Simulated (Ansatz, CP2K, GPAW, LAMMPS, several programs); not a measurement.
# SiC5: cheap methods against density-functional theory

How much accuracy does each second buy? SiC5 is computed with 10 methods, from the cheapest up to r2SCAN.

Method: no spin polarisation, static lattice; gaps from single points on the cell relaxed beforehand with r²SCAN, in LAMMPS, CP2K, Ansatz, GPAW (versions at each run).

7 further runs of the same task are left out: 1 that didn't finish, 6 set aside as unsound or not needed.

**1. The starting structure**

Symmetry: P3m1, No. 156, trigonal system. The conventional cell has a = 2.725 Å, b = 2.725 Å, c = 6.745 Å, α = 90.00°, β = 90.00°, γ = 120.00°. C (site symmetry 3m) is surrounded by 3 C at 1.65 Å and 1 Si at 1.90 Å. C (site symmetry 3m) is surrounded by 4 C at 1.53 to 1.66 Å. C (site symmetry 3m) is surrounded by 1 C at 1.53 Å and 3 Si at 1.75 Å. Around C (site symmetry 3m) lie 4 C at 1.53 to 1.65 Å. Si (site symmetry 3m) has 4 C at 1.75 to 1.90 Å as nearest neighbours.

Coordinates:

```xyz
6
Lattice="2.7247 0.0000 0.0000 -1.3624 2.3597 0.0000 0.0000 0.0000 6.7451" Properties=species:S:1:pos:R:3 pbc="T T T"
C     0.0000    0.0000   -0.1882
C     1.3624    0.7866    4.5170
C     0.0000    1.5731    2.4663
C     1.3624    0.7866    6.0456
C     0.0000    1.5731    3.9995
Si    0.0000    0.0000    1.7089
```

The structure type (ordered alloy on diamond lattice) is imposed and need not be the compound's stable one.

**Question.** The methods are SiC.vashishta, SiCGe.tersoff, SiC_Erhart-Albe.tersoff, DFTB, PBE/DZVP, PBE/SZV, coarse PBE, GLLB-SC, PBE, r2SCAN. What gap does r2SCAN give on this cell, and which other methods (full PBE left aside) come nearest to r2SCAN and farthest in gap, volume and bulk modulus?

```
                                               quantity                                  value
                                                 r2SCAN  gap 1.67 eV, 7.23 Å³/atom, B₀ 332 GPa
         gap: nearest and farthest of the other methods   PBE/DZVP (-0.23 eV), DFTB (+3.88 eV)
      volume: nearest and farthest of the other methods    PBE/DZVP (+0.9 %), PBE/SZV (+3.5 %)
bulk modulus: nearest and farthest of the other methods      PBE/SZV (+2 %), coarse PBE (+5 %)
```

In words: For the gap, of the 5 methods compared (full PBE left aside), PBE/DZVP comes nearest to r2SCAN and DFTB is farthest. For the volume, of the 3 methods compared (full PBE left aside), PBE/DZVP comes nearest to r2SCAN and PBE/SZV is farthest. Among the 3 methods compared for the bulk modulus (full PBE left aside), PBE/SZV is nearest to r2SCAN and coarse PBE farthest. A minimal basis or a coarse cutoff and mesh shifts results by its own error, so closeness to r2SCAN can be chance. GLLB-SC is compared with its derivative discontinuity added. No volume is given for SiC.vashishta, SiCGe.tersoff, SiC_Erhart-Albe.tersoff, DFTB, which can hide a larger miss. CPU times run from 0.17 s (SiC.vashishta) to 3 min (PBE/DZVP). On this cell PBE/DZVP, PBE/SZV, GLLB-SC cost more than r2SCAN itself (17 s), so they are no saving here. r2SCAN is a yardstick, not the truth: it usually gives gaps below the measured ones.
